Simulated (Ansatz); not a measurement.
Write the native input for Ansatz 0.2.0 that does the following.

```yaml
Task: single point
Functional: PBE
Potentials_or_basis: Ansatz PAW
Cutoff: "420 eV (not typed: the program's choice for these potentials)"
k_mesh: 9 × 9 × 9
Occupations: fermi-dirac, width 0.05 eV
Spin: collinear spin, ferromagnetic start
Starting_moments: "[3.5, 2.5] μB"
```

Crystal: TiCo.

```
Co Ti
1.0
     2.98611    0.00000    0.00000
     0.00000    2.98611    0.00000
     0.00000    0.00000    2.98611
Co Ti
1 1
Direct
  0.50000 0.50000 0.50000
  0.00000 0.00000 0.00000
```

The cell comes from a database or a generator and needn't be the stable form of this composition.

One way to write it, as run:

input.yaml

```yaml
crystal:
  lattice:
    - [2.98611099, 0.0, 0.0]
    - [0.0, 2.98611099, 0.0]
    - [0.0, 0.0, 2.98611099]
  atoms:
    - { symbol: Co, position: [0.5, 0.5, 0.5], spin: 3.5 }
    - { symbol: Ti, position: [0.0, 0.0, 0.0], spin: 2.5 }
hamiltonian:
  xc: pbe
  pseudopotentials: { kind: paw }
magnetization:
  spin_polarized: true
kpoints:
  mp_grid: { grid: [9, 9, 9] }
scf:
  occupations: { method: fermi_dirac, width: 0.05 }
output:
  forces: true
  stress: true
  eigenvalues: true
```

Potentials or basis: Ansatz PAW.

Command:

```console
$ ansatz run input.yaml --threads 2 --pin off --max-ram 5120MiB --backend cpu --events-out ev --progress --plain --runs-dir out
```

It gave:

```
Pressure               : -0.5 GPa
Band gap on the k mesh : none (metal or under the smearing width)
Net moment             : 0.82 μB per cell
Absolute moment        : 1.05 μB per cell
Site moments           : Co +0.92; Ti -0.03 μB
```

Wall time 2.5 s on 2 threads of Arm Neoverse V1, with other jobs on the host, peak memory 0.35 GiB.
